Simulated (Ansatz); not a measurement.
Input and output of a single-point calculation on BP (zincblende) (Ansatz 0.2.0, PBE). The cell was relaxed with r2SCAN and then strained (epitaxial +2.0 % in the xy plane, free normal strain -0.82 %), with the atoms relaxed again with r2SCAN; k points keep the names of the unstrained zone.

```yaml
crystal:
  lattice:
    - [0.0, 2.3136819823, 2.2498250669]
    - [2.3136819823, 0.0, 2.2498250669]
    - [2.3136819823, 2.3136819823, 0.0]
  atoms:
    - { symbol: B, position: [0.0, 0.0, 0.0] }
    - { symbol: P, position: [0.25, 0.25, 0.25] }
kpoints:
  mp_grid: { grid: [10, 10, 10] }
  band_path:
    path:
      - [0.0, 0.0, 0.0]
      - [-0.5, -0.5, 0.0]
      - [-0.375, -0.375, 0.25]
      - [-0.375, 0.0, 0.375]
      - [0.0, 0.0, 0.5]
      - [-0.5, -0.25, 0.25]
      - [0.408854, 0.408854, 0.0]
    npoints: 1
hamiltonian:
  xc: pbe
scf:
  occupations: { method: fermi_dirac, width: 0.02 }
  n_extra_bands: 4
output:
  forces: true
  stress: true
  eigenvalues: true
  write_density: true
  write_potential: true
  elf: true
  volumetric_format: npy
```

The output follows, shortened, with numbered blanks.
```
scf.n_extra_bands = 4 over 4 filled bands (N_el = 8.0): the run solves 8 bands
Functional definition: PBE
Crystal: 2 atoms, lattice volume = 24.087 Å³
Basis set: ecut = 420 eV, 499 PW (Γ)
Symmetry: 8 space group operations
Space group: I-4m2 (ITA 119)
k-points: 102 of 1000 (time reversal used)
SCF 1 converged in 6 iterations: F = -912.430477 eV  dr2 = 5.99e-8
Free energy (F): -912.430477 eV
[1]
--- Forces (eV/Å), atoms counted from 1 ---
  atom   1  B       0.00000      0.00000      0.00000
  atom   2  P       0.00000      0.00000      0.00000
--- Stress (GPa, compression-positive) ---
       -6.008202       0.000000       0.000000
        0.000000      -6.008202       0.000000
        0.000000       0.000000       1.017959
  P = ⅓ Tr σ = -3.6661 GPa (-36.661 kbar)
--- Band table (eV; the first three rows and the last of 102) ---
[2]
```

The rows of the band table are 0: (0, 0, 0) = Γ, 1: (0, 0, 0.100), 2: (0, 0, 0.200), 101: (-1/2, -1/2, 0) = X.

Q: Give the withheld lines. They hold the Fermi energy and the band table.

A:
```
[1]
Fermi energy:    9.457672 eV
[2]
  k-point 0: bands = [-6.3341, 8.7663, 8.7663, 9.0279, 12.1113, 12.2716, 12.2716, 15.7534]
  k-point 1: bands = [-6.1585, 7.5673, 8.4713, 8.6723, 12.4738, 12.6588, 12.7091, 16.3074]
  k-point 2: bands = [-5.6388, 5.2793, 7.9030, 8.1429, 12.6997, 13.3197, 13.3602, 17.5683]
  k-point 101: bands = [-1.4676, 0.5918, 4.6659, 4.6659, 10.0460, 10.2933, 20.6417, 20.6417]
```
The trailing digits, and the zero of the energies, depend on the potentials and thresholds.

Command: `ansatz run input.yaml --threads 2 --pin off --max-ram 29491MiB --backend cpu --events-out ev --progress --plain --runs-dir out`. Wall time 1.5 s on 2 threads of AMD EPYC 7R13 Processor (Zen 3), with other jobs on the host; peak host memory 0.44 GiB.

No spin polarisation and no zero-point or thermal motion.
